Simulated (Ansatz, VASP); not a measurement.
# Li (monovacancy in Li): VASP beside Ansatz, part 2 of 2

One calculation is typed for both programs; each brings its own data sets. How far apart do they land? The Ansatz run is a path of several images between two structures; VASP solves its first image, and the two are compared there.

VASP 6.6.1 and Ansatz 0.2.0.

So far: Set-up; Ansatz: path of images, PBE.

## (3) VASP: single point, PBE

Level of this step: PBE; plane waves and PAW (Li_sv) (VASP).

The same cell, functional, mesh and smearing now go to VASP, with its own data sets.

Lines of VASP's logs that name or quote its potential files are left out, and so is its time.

Input file INCAR:

```
SYSTEM = Li
PREC = Accurate
ENCUT = 650
EDIFF = 1E-06
NELM = 120
ISMEAR = 1
SIGMA = 0.1
LREAL = Auto
ALGO = Normal
GGA = PE
NBANDS = 120
LORBIT = 11
LWAVE = .FALSE.
LCHARG = .FALSE.
ISIF = 2
LASPH = .TRUE.
GGA_COMPAT = .FALSE.
KPAR = 8
```

Input file POSCAR:

```
Li
1.0
   10.2913856408      0.0000000000      0.0000000000
    0.0000000000     10.2913856408      0.0000000000
    0.0000000000      0.0000000000     10.2913856408
Li
53
Direct
    0.0000000000      0.0000000000      0.0000000000
    0.1713619586      0.1713619586      0.1713619586
    0.0000000000      0.0000000000      0.3349428464
    0.1692952787      0.1692952787      0.5000000174
    0.0000000000      0.0000000000      0.6650571885
    0.1713619586      0.1713619586      0.8286380763
    0.0000000000      0.3349428464      0.0000000000
    0.1692952787      0.5000000174      0.1692952787
    0.0000000000      0.3325592024      0.3325592024
    0.1548445521      0.5000000174      0.5000000174
    0.0000000000      0.3325592024      0.6674408325
    0.1692952787      0.5000000174      0.8307047562
    0.0000000000      0.6650571885      0.0000000000
    0.1713619586      0.8286380763      0.1713619586
    0.0000000000      0.6674408325      0.3325592024
    0.1692952787      0.8307047562      0.5000000174
    0.0000000000      0.6674408325      0.6674408325
    0.1713619586      0.8286380763      0.8286380763
    0.3349428464      0.0000000000      0.0000000000
    0.5000000174      0.1692952787      0.1692952787
    0.3325592024      0.0000000000      0.3325592024
    0.5000000174      0.1548445521      0.5000000174
    0.3325592024      0.0000000000      0.6674408325
    0.5000000174      0.1692952787      0.8307047562
    0.3325592024      0.3325592024      0.0000000000
    0.5000000174      0.5000000174      0.1548445521
    0.3441234372      0.3441234372      0.3441234372
    0.3441234372      0.3441234372      0.6558765977
    0.5000000174      0.5000000174      0.8451554828
    0.3325592024      0.6674408325      0.0000000000
    0.5000000174      0.8307047562      0.1692952787
    0.3441234372      0.6558765977      0.3441234372
    0.5000000174      0.8451554828      0.5000000174
    0.3441234372      0.6558765977      0.6558765977
    0.5000000174      0.8307047562      0.8307047562
    0.6650571885      0.0000000000      0.0000000000
    0.8286380763      0.1713619586      0.1713619586
    0.6674408325      0.0000000000      0.3325592024
    0.8307047562      0.1692952787      0.5000000174
    0.6674408325      0.0000000000      0.6674408325
    0.8286380763      0.1713619586      0.8286380763
    0.6674408325      0.3325592024      0.0000000000
    0.8307047562      0.5000000174      0.1692952787
    0.6558765977      0.3441234372      0.3441234372
    0.8451554828      0.5000000174      0.5000000174
    0.6558765977      0.3441234372      0.6558765977
    0.8307047562      0.5000000174      0.8307047562
    0.6674408325      0.6674408325      0.0000000000
    0.8286380763      0.8286380763      0.1713619586
    0.6558765977      0.6558765977      0.3441234372
    0.8307047562      0.8307047562      0.5000000174
    0.6558765977      0.6558765977      0.6558765977
    0.8286380763      0.8286380763      0.8286380763
```

Input file KPOINTS:

```
Automatic mesh
0
Gamma
3 3 3
0 0 0
```

PAW data sets: Li_sv (PBE family, release 64).

Command:

```bash
> mpirun -np 8 vasp_std
```

Numbers of over 12 decimals in the logs are rounded to 6 here.

Output:

```text
[banner, memory and clock lines left out]
running    8 mpi-ranks, on    1 nodes
[...]
|                                                                             |
|           W    W    AA    RRRRR   N    N  II  N    N   GGGG   !!!           |
|           W    W   A  A   R    R  NN   N  II  NN   N  G    G  !!!           |
|           W    W  A    A  R    R  N N  N  II  N N  N  G       !!!           |
|           W WW W  AAAAAA  RRRRR   N  N N  II  N  N N  G  GGG   !            |
|           WW  WW  A    A  R   R   N   NN  II  N   NN  G    G                |
|           W    W  A    A  R    R  N    N  II  N    N   GGGG   !!!           |
|                                                                             |
|     For optimal performance we recommend to set                             |
|       NCORE = 2 up to number-of-cores-per-socket                            |
|     NCORE specifies how many cores store one orbital (NPAR=cpu/NCORE).      |
|     This setting can greatly improve the performance of VASP for DFT.       |
|     The default, NCORE=1 might be grossly inefficient on modern             |
|     multi-core architectures or massively parallel machines. Do your        |
|     Unfortunately you need to use the default for GW and RPA                |
|     calculations (for HF NCORE is supported but not extensively tested      |
|     yet).                                                                   |
|                                                                             |

 LDA part: xc-table for (Slater+PW92), standard interpolation
 POSCAR, INCAR and KPOINTS ok, starting setup
[...]
entering main loop
       N       E                     dE             d eps       ncg     rms          rms(c)
DAV:   1     0.107290554737E+04    0.10729E+04   -0.75122E+04   968   0.151E+03
DAV:   2     0.185233731214E+03   -0.88767E+03   -0.83061E+03   960   0.407E+02
DAV:   3    -0.131277928543E+02   -0.19836E+03   -0.18702E+03  1680   0.103E+02
DAV:   4    -0.829140934297E+02   -0.69786E+02   -0.68646E+02  1632   0.785E+01
[...]
DAV:  12    -0.100334883954E+03    0.67564E-05   -0.14806E-05  1472   0.144E-02    0.843E-03
DAV:  13    -0.100334886262E+03   -0.23076E-05   -0.71319E-06  1192   0.749E-03    0.281E-03
DAV:  14    -0.100334887135E+03   -0.87305E-06   -0.27458E-06   760   0.478E-03
   1 F= -.10033489E+03 E0= -.10033163E+03  d E =-.975677E-02
```

OUTCAR, selected parts (step 3):

```text
  Total       -1.2709762     -1.2709762     -1.2709762      0.0000000      0.0000000     -0.0000000
  in kB       -1.8682133     -1.8682133     -1.8682133      0.0000000      0.0000000     -0.0000000
  external PRESSURE =      -1.8682133 kB  Pullay stress =       0.0000000 kB

 POSITION                                       TOTAL-FORCE (eV/Angst)
 -----------------------------------------------------------------------------------
      0.00000      0.00000      0.00000        -0.000000      0.000000     -0.000000
      1.76355      1.76355      1.76355         0.000695      0.000695      0.000695
      0.00000      0.00000      3.44703        -0.000000      0.000000      0.006300
      1.74228      1.74228      5.14569         0.001677      0.001677     -0.000000
      0.00000      0.00000      6.84436        -0.000000      0.000000     -0.006300
      1.76355      1.76355      8.52783         0.000695      0.000695     -0.000695
      0.00000      3.44703      0.00000        -0.000000      0.006300     -0.000000
      1.74228      5.14569      1.74228         0.001677      0.000000      0.001677
      0.00000      3.42250      3.42250        -0.000000     -0.001553     -0.001553
      1.59357      5.14569      5.14569        -0.007840      0.000000     -0.000000
      0.00000      3.42250      6.86889        -0.000000     -0.001553      0.001553
      1.74228      5.14569      8.54910         0.001677      0.000000     -0.001677
      0.00000      6.84436      0.00000        -0.000000     -0.006300     -0.000000
      1.76355      8.52783      1.76355         0.000695     -0.000695      0.000695
[...]
-----------------------------------------------------------------------------------
    total drift:                               -0.003706     -0.003706     -0.003706

  FREE ENERGIE OF THE ION-ELECTRON SYSTEM (eV)
  ---------------------------------------------------
  free  energy   TOTEN  =      -100.3348871346 eV

  energy  without entropy=     -100.3251303622  energy(sigma->0) =     -100.33163488

[... 3 further parts left out ...]
[key lines of the parts left out:]
E-fermi :   0.5359
```

This run has no spin polarisation. Its electron count is odd, so without a moment it is a metal by construction.

## (4) Comparison

Known differences besides the potentials themselves: the cutoff is 420 eV in Ansatz and 650 eV in VASP (PREC = Accurate, projectors in real space). Total energies have different zeros and are not compared.

At this near-relaxed geometry the largest component of a force difference is 5 meV/Å.

## (5) Results

| Property | Result |
| --- | --- |
| r.m.s. force difference (single point, PBE) | 2.0 meV/Å |

In words: The r.m.s. force difference is 2.0 meV/Å (single point, PBE), within the 12 meV/Å picked in this series as the mark of a large difference. Such differences can come from data sets, numerical settings and the points named under the comparisons, not from the functional's error against experiment.

[Lines on the potential files, build, host, timing and source positions are cut from VASP's logs without a mark.]

[Logs are printed without paths, hosts, clocks, repeated set-up lines and the standing remarks that a program may print on its own settings, such as how far it seeks lower states.]

[Hosts, paths, dates, database ids (printed as entryN), source tags and the programs' standing remarks are cut or masked in the printed files.]
